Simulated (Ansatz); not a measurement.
Computed with Ansatz 0.2.0, DFT r2SCAN, scalar-relativistic, plane waves, PAW. All cells share a 500 eV cutoff and Γ-centred k meshes spaced at most 0.3 Å⁻¹ (0.19 for metals, 2π included).

All energies are static (0 K, no zero-point motion). Only the structures computed here compete, so a lower one can exist. For metals, differences of a few meV/atom aren't resolved. Spin–orbit coupling is left out. No run is spin-polarised.

4 distinct structures were compared, and only named types are asked about.

(1) Which is lower for TaSi₂, the cubic Laves (C15) or the cuprite structure, and by how much?

Results:

(1) The cubic Laves (C15) structure, by 1383 meV/atom. It takes 13.6 Å³/atom against 29.7.